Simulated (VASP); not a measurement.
# CdTe (F-43m) in VASP: further runs

Runs on CdTe. Level: PBE. Tasks: relaxation of cell and atoms.

Program: VASP 6.6.1. These are calculated values, not measurements. Logs are shortened: lines on timing, memory, paths and dates and some standing lists are left out, and cuts for length are marked.

### Step 1. The structure

It takes space group F-43m (No. 216, cubic). The conventional cell has a = 6.410 Å, b = 6.410 Å, c = 6.410 Å, α = 90.00°, β = 90.00°, γ = 90.00°. Cd (site symmetry -43m) is surrounded by 4 Te at 2.78 Å. Around Te (site symmetry -43m) lie 4 Cd at 2.78 Å.

### Step 2. Relaxation of cell and atoms, PBE

Input file INCAR:

```
PREC     = Accurate       # precision mode
ENCUT    = 520            # plane-wave cutoff, eV
EDIFF    = 1E-7           # SCF threshold, eV
ISMEAR   = 0              # smearing method
SIGMA    = 0.02           # smearing width, eV
LREAL    = F              # projectors in reciprocal space
LASPH    = T              # aspherical terms in the spheres
NELM     = 100            # most SCF steps
ALGO     = Normal         # electronic algorithm
ISIF     = 3              # what is computed and relaxed
LWAVE    = F              # write WAVECAR
LCHARG   = F              # write CHGCAR
GGA      = PE             # functional
IBRION   = 2              # ionic algorithm
NSW      = 80             # ionic steps
EDIFFG   = -0.002         # ionic threshold
```

Input file KPOINTS:

```
Automatic mesh
0
Gamma
  2 2 2
```

Input file POSCAR:

```
CdTe
1.0
    0.0000000000      3.2050000000      3.2050000000
    3.2050000000      0.0000000000      3.2050000000
    3.2050000000      3.2050000000      0.0000000000
Cd Te
1 1
Direct
    0.0000000000      0.0000000000      0.0000000000
    0.2500000000      0.2500000000      0.2500000000
```

Potentials or basis: VASP PAW PBE potentials, release 64 (Cd, Te).

On the command line:

```sh
$ cat potpaw_PBE.64/Cd/POTCAR potpaw_PBE.64/Te/POTCAR > POTCAR
$ mpirun -np 1 vasp_std > vasp.out
```

OUTCAR:

```text
PREC = Accurate
   ENCUT = 520
   EDIFF = 1E-7
   ISMEAR = 0
   LREAL = F
   LASPH = T
   NELM = 100
   ISIF = 3
   GGA = PE
   IBRION = 2
   NSW = 80
   EDIFFG = -0.002

 ion  position               nearest neighbor table
   1  0.000  0.000  0.000-   2 2.78   2 2.78   2 2.78   2 2.78
   2  0.250  0.250  0.250-   1 2.78   1 2.78   1 2.78   1 2.78

  LATTYP: Found a face centered cubic cell.
 ALAT       =     6.4100000000

  Lattice vectors:

 A1 = (   0.0000000000,   3.2050000000,   3.2050000000)
 A2 = (   3.2050000000,   0.0000000000,   3.2050000000)
 A3 = (   3.2050000000,   3.2050000000,   0.0000000000)

Analysis of symmetry for initial positions (statically):
=====================================================================
 Subroutine PRICEL returns:
 Original cell was already a primitive cell.

 Routine SETGRP: Setting up the symmetry group for a
 face centered cubic supercell.

 Subroutine GETGRP returns: Found 24 space group operations
 (whereof 24 operations were pure point group operations)
 out of a pool of 48 trial point group operations.

The static configuration has the point symmetry T_d .

Analysis of symmetry for dynamics (positions and initial velocities):
=====================================================================
 Subroutine PRICEL returns:
 Original cell was already a primitive cell.

 Routine SETGRP: Setting up the symmetry group for a
 face centered cubic supercell.

 Subroutine GETGRP returns: Found 24 space group operations
 (whereof 24 operations were pure point group operations)
 out of a pool of 48 trial point group operations.

The dynamic configuration has the point symmetry T_d .

 Subroutine INISYM returns: Found 24 space group operations
 (whereof 24 operations are pure point group operations),
 and found     1 'primitive' translations

----------------------------------------------------------------------------------------

                                     Primitive cell

  volume of cell :      65.8437

  direct lattice vectors                    reciprocal lattice vectors
     0.000000000  3.205000000  3.205000000    -0.156006240  0.156006240  0.156006240
     3.205000000  0.000000000  3.205000000     0.156006240 -0.156006240  0.156006240
     3.205000000  3.205000000  0.000000000     0.156006240  0.156006240 -0.156006240

  length of vectors
     4.532554467  4.532554467  4.532554467     0.270210734  0.270210734  0.270210734

  position of ions in fractional coordinates (direct lattice)
     0.000000000  0.000000000  0.000000000
     0.250000000  0.250000000  0.250000000

  ion indices of the primitive-cell ions
   primitive index   ion index
                 1           1
                 2           2

----------------------------------------------------------------------------------------

 KPOINTS: Automatic mesh

Automatic generation of k-mesh.
 Grid dimensions read from file:
 generate k-points for:    2    2    2

 Generating k-lattice:

  Cartesian coordinates                     Fractional coordinates (reciprocal lattice)
    -0.078003120  0.078003120  0.078003120     0.500000000  0.000000000  0.000000000
     0.078003120 -0.078003120  0.078003120     0.000000000  0.500000000  0.000000000
     0.078003120  0.078003120 -0.078003120     0.000000000  0.000000000  0.500000000

  Length of vectors
     0.135105367  0.135105367  0.135105367

  Shift w.r.t. Gamma in fractional coordinates (k-lattice)
     0.000000000  0.000000000  0.000000000

 Subroutine IBZKPT returns following result:
 ===========================================

 Found      3 irreducible k-points:

 Following reciprocal coordinates:
            Coordinates               Weight
  0.000000  0.000000  0.000000      1.000000
  0.500000  0.000000  0.000000      4.000000
  0.500000  0.500000  0.000000      3.000000
   k-points           NKPTS =      3   k-points in BZ     NKDIM =      3   number of bands    NBANDS=     13
   number of dos      NEDOS =    301   number of ions     NIONS =      2
   total plane-waves  NPLWV =  46656
   dimension x,y,z NGX =    36 NGY =   36 NGZ =   36
   dimension x,y,z NGXF=    72 NGYF=   72 NGZF=   72
   ions per type =               1   1
   NGX,Y,Z   is equivalent  to a cutoff of  13.20, 13.20, 13.20 a.u.
   NGXF,Y,Z  is equivalent  to a cutoff of  26.41, 26.41, 26.41 a.u.
 SYSTEM =  unknown system
   PREC   = accura    normal or accurate (medium, high low for compatibility)
   ISTART =      0    job   : 0-new  1-cont  2-samecut
   ICHARG =      2    charge: 1-file 2-atom 10-const
   ISPIN  =      1    spin polarized calculation?
   LNONCOLLINEAR =      F non collinear calculations
   LSORBIT =      F    spin-orbit coupling
   LASPH  =      T    aspherical Exc in radial PAW
   ENCUT  =  520.0 eV  38.22 Ry    6.18 a.u.   8.43  8.43  8.43*2*pi/ulx,y,z
   NELM   =    100;   NELMIN=  2; NELMDL= -5     # of ELM steps
   EDIFF  = 0.1E-06   stopping-criterion for ELM
   LREAL  =      F    real-space projection
   EDIFFG = -.2E-02   stopping-criterion for IOM
   NSW    =     80    number of steps for IOM
   IBRION =      2    ionic relax: 0-MD 1-quasi-New 2-CG
   NFREE  =      1    steps in history (QN), initial steepest desc. (CG)
   ISIF   =      3    stress and relaxation
   ISYM   =      2    0-nonsym 1-usesym 2-fastsym
   POTIM  = 0.5000    time-step for ionic-motion
   TEBEG  =    0.0;   TEEND  =   0.0 temperature during run
   PSTRESS=    0.0 pullay stress
   NELECT =      18.0000    total number of electrons
   NUPDOWN=      -1.0000    fix difference up-down
   EMIN   =  10.00;   EMAX   =-10.00  energy-range for DOS
   EFERMI =   0.00;   METHOD = LEGACY
   ISMEAR =     0;   SIGMA  =   0.02  broadening in eV -4-tet -1-fermi 0-gaus
   EFERMI_NEDOS =   21; number of points for ismear=-14 and -15
   IALGO  =     38    algorithm
   IMIX   =      4    mixing-type and parameters
     AMIX     =   0.40;   BMIX     =  1.00
     AMIX_MAG =   1.60;   BMIX_MAG =  1.00
  volume/ion in A,a.u.               =      32.92       222.17
  Fermi-wavevector in a.u.,A,eV,Ry     =   1.062497  2.007828 15.359610  1.128899
  Thomas-Fermi vector in A             =   2.197950
   LORBIT       =      0    0 simple, 1 ext, 2 COOP (PROOUT), +10 PAW based schemes
   GGA     = PE    functional components
   LHFCALC =     F    Hartree Fock is set to
   AEXX    =    0.0000 exact exchange contribution
   IVDW    =     0    specifies the selected vdW correction
   LEPSILON=     F    determine dielectric tensor
   LRPA    =     F    only Hartree local field effects (RPA)
 conjugate gradient relaxation of ions
 non-spin polarized calculation
 Gauss-broadening in eV      SIGMA  =   0.02
  energy-cutoff  :      520.00
  volume of cell :       65.84
 maximum number of plane-waves:      1807
 NGX is ok and might be reduce to    36
   NGX = 17   NGY = 17   NGZ = 17

--------------------------------------- Ionic step        1  -------------------------------------------

 number of electron      17.9999995 magnetization

 Free energy of the ion-electron system (eV)
  ---------------------------------------------------
  ext. energy  EPLUGINS =         0.00000000
  ---------------------------------------------------
  free energy    TOTEN  =        -3.39967084 eV

  energy without entropy =       -3.39967084  energy(sigma->0) =       -3.39967084

------------------------ aborting loop because EDIFF is reached ----------------------------------------

  FORCE on cell =-STRESS in cart. coord.  units (eV):
  Direction    XX          YY          ZZ          XY          YZ          ZX
  --------------------------------------------------------------------------------------
  -------------------------------------------------------------------------------------
  Total        3.4450723      3.4450723      3.4450723     -0.0000000      0.0000000     -0.0000000
  in kB       83.8291040     83.8291040     83.8291040     -0.0000000      0.0000000     -0.0000000
  external PRESSURE =      83.8291040 kB  Pullay stress =       0.0000000 kB
[... 89 lines left out ...]
  FREE ENERGIE OF THE ION-ELECTRON SYSTEM (eV)
  ---------------------------------------------------
  free  energy   TOTEN  =        -3.6958202155 eV

  energy  without entropy=       -3.6958202073  energy(sigma->0) =       -3.69582021

[... ionic steps 4 to 16 ...]

--------------------------------------- Ionic step       17  -------------------------------------------

 number of electron      17.9999997 magnetization

------------------------ aborting loop because EDIFF is reached ----------------------------------------

  FORCE on cell =-STRESS in cart. coord.  units (eV):
  Direction    XX          YY          ZZ          XY          YZ          ZX
  --------------------------------------------------------------------------------------
  -------------------------------------------------------------------------------------
  Total        0.0177811      0.0177811      0.0177811      0.0000000     -0.0000000      0.0000000
  in kB        0.3596736      0.3596736      0.3596736      0.0000000     -0.0000000      0.0000000
  external PRESSURE =       0.3596736 kB  Pullay stress =       0.0000000 kB
[... 57 lines left out ...]
  energy  without entropy=       -3.6958454570  energy(sigma->0) =       -3.69584546

--------------------------------------- Ionic step       19  -------------------------------------------

 number of electron      17.9999997 magnetization

 Free energy of the ion-electron system (eV)
  ---------------------------------------------------
  ext. energy  EPLUGINS =         0.00000000
  ---------------------------------------------------
  free energy    TOTEN  =        -3.69584852 eV

  energy without entropy =       -3.69584852  energy(sigma->0) =       -3.69584852

 E-fermi :   1.4385     XC(G=0):  -7.7870

 val. band max:        1.3614959082   @ k =   0.0000   0.0000   0.0000
 cond. band min:       1.5127909643   @ k =   0.0000   0.0000   0.0000
 fundamental gap:      0.1512950561
 Fermi energy:         1.4385491448

 k-point     1 :       0.0000    0.0000    0.0000
  band No.  band energies     occupation
      1      -8.9933      2.00000
      2      -6.8850      2.00000
      3      -6.8850      2.00000
      4      -6.8850      2.00000
      5      -6.7393      2.00000
      6      -6.7393      2.00000
      7       1.3615      2.00000
      8       1.3615      2.00000
      9       1.3615      2.00000
     10       1.5128      0.00000
     11       5.8154      0.00000
     12       5.8154      0.00000
     13       5.8154      0.00000

 k-point     2 :       0.5000    0.0000    0.0000
  band No.  band energies     occupation
      1      -8.7400      2.00000
      2      -6.8485      2.00000
      3      -6.8485      2.00000
      4      -6.7327      2.00000
      5      -6.7327      2.00000
      6      -6.4416      2.00000
      7      -2.4147      2.00000
      8       0.7618      2.00000
      9       0.7618      2.00000
     10       2.8446      0.00000
     11       6.3785      0.00000
     12       6.3785      0.00000
     13       8.0976      0.00000

 k-point     3 :       0.5000    0.5000    0.0000
  band No.  band energies     occupation
      1      -8.6660      2.00000
      2      -6.7917      2.00000
      3      -6.7917      2.00000
      4      -6.7882      2.00000
      5      -6.7203      2.00000
      6      -6.3264      2.00000
      7      -2.4247      2.00000
      8      -0.0892      2.00000
      9      -0.0892      2.00000
     10       3.8407      0.00000
     11       4.0914      0.00000
     12       9.4563      0.00000
     13       9.5698      0.00000
[... 27 lines left out ...]
  FREE ENERGIE OF THE ION-ELECTRON SYSTEM (eV)
  ---------------------------------------------------
  free  energy   TOTEN  =        -3.6958485189 eV

  energy  without entropy=       -3.6958485159  energy(sigma->0) =       -3.69584852

 reached required accuracy - stopping structural energy minimisation
```

It took 37 s on 1 thread of AMD EPYC 9R45 (Zen 5), shared host; peak memory 0.17 GiB.

Results:

* Free energy: -3.6958 eV
* Relaxed volume: 39.66 Å³/atom
* Relaxed cell: a = 4.823 Å, b = 4.823 Å, c = 4.823 Å, α = 60.00°, β = 60.00°, γ = 60.00°
* Space group after relaxing (to 0.05 Å): F-43m (No. 216)
* Energy gained by relaxing: 148.1 meV/atom
* Ionic steps: 19
* Pressure after relaxing: 0.0 GPa
* Band gap on the k mesh: 0.15 eV, direct

Step by step:
```tsv
step	energy change (eV)	largest force (eV/Å)	pressure (GPa)	volume (Å³)
1	0.0000	0.0000	8.38	65.84
2	-0.2785	0.0000	-1.01	83.66
3	-0.2961	0.0000	-0.06	79.46
4	-0.2962	0.0000	0.05	79.17
5	-0.2962	0.0000	0.05	79.17
6	-0.2962	0.0000	0.05	79.17
7	-0.2962	0.0000	0.05	79.17
8	-0.2962	0.0000	0.05	79.17
9	-0.2962	0.0000	0.05	79.17
10	-0.2962	0.0000	0.05	79.17
11	-0.2962	0.0000	0.05	79.17
12	-0.2962	0.0000	0.05	79.17
13	-0.2962	0.0000	0.05	79.17
14	-0.2962	0.0000	0.05	79.18
15	-0.2962	0.0000	0.04	79.18
16	-0.2962	0.0000	0.04	79.19
17	-0.2962	0.0000	0.04	79.21
18	-0.2962	0.0000	0.02	79.24
19	-0.2962	0.0000	0.00	79.31
```

Final structure:
```yaml
crystal:
  lattice:
    - [0.00000, 3.41016, 3.41016]
    - [3.41016, 0.00000, 3.41016]
    - [3.41016, 3.41016, 0.00000]
  atoms:
    - { symbol: Cd, position: [0.00000, 0.00000, 0.00000] }
    - { symbol: Te, position: [0.25000, 0.25000, 0.25000] }
```

Caveat: the k mesh is coarse (spacing up to 0.85 Å⁻¹), so the values aren't converged; the volume moved by over 15 % at a fixed basis, so the end points are rough; spin-orbit coupling is left out, which moves the levels of the heavy elements; the volume moved by +20 % from the deposited cell, more than functionals usually miss. Expect the measured gap to be larger: semilocal functionals such as PBE lack the derivative discontinuity.

### Step 3. Relaxation of cell and atoms, PBE

This run uses another cell than the first one, of 39.66 Å³/atom, 1.205 times its volume.

INCAR is that of step 2.

KPOINTS is that of step 2.

Input file POSCAR:

```
CdTe                                    
1.0
    0.0000000000      3.4101622753      3.4101622753
    3.4101622753      0.0000000000      3.4101622753
    3.4101622753      3.4101622753      0.0000000000
  Cd              Te            
     1     1
Direct
     0.0000000000000000    0.0000000000000000    0.0000000000000000
     0.2500000000000000    0.2500000000000000    0.2500000000000000
```

Potentials or basis: VASP PAW PBE potentials, release 64 (Cd, Te).

On the command line:

```sh
$ cat potpaw_PBE.64/Cd/POTCAR potpaw_PBE.64/Te/POTCAR > POTCAR
$ mpirun -np 1 vasp_std > vasp.out
```

Wall time 7.3 s (1 thread of AMD EPYC 9R45 (Zen 5), shared host); peak memory 0.18 GiB.

Results (log left out):

* Free energy: -3.6975 eV
* Relaxed volume: 39.73 Å³/atom
* Relaxed cell: a = 4.826 Å, b = 4.826 Å, c = 4.826 Å, α = 60.00°, β = 60.00°, γ = 60.00°
* Space group after relaxing (to 0.05 Å): F-43m (No. 216)
* Energy gained by relaxing: 0.0 meV/atom
* Ionic steps: 2
* Pressure after relaxing: 0.0 GPa
* Band gap on the k mesh: 0.15 eV, direct

Final structure:
```yaml
crystal:
  lattice:
    - [0.00000, 3.41227, 3.41227]
    - [3.41227, 0.00000, 3.41227]
    - [3.41227, 3.41227, 0.00000]
  atoms:
    - { symbol: Cd, position: [0.00000, 0.00000, 0.00000] }
    - { symbol: Te, position: [0.25000, 0.25000, 0.25000] }
```

Levels at points of the mesh, in eV from the valence-band top:
```tsv
k point	band 5	band 6	band 7	band 8	band 9	band 10	band 11	band 12	band 13
(0.00, 0.00, 0.00)	-8.10	-8.10	0.00	0.00	0.00	0.15	4.45	4.45	4.45
(0.50, 0.00, 0.00)	-8.09	-7.80	-3.77	-0.60	-0.60	1.48	5.02	5.02	6.73
(0.50, 0.50, 0.00)	-8.08	-7.69	-3.78	-1.45	-1.45	2.48	2.73	8.09	8.20
```

Caveat: the k mesh is coarse (spacing up to 0.80 Å⁻¹), so the values aren't converged; spin-orbit coupling is left out, which moves the levels of the heavy elements. A hybrid or GW would open this gap; PBE tends to underestimate it.
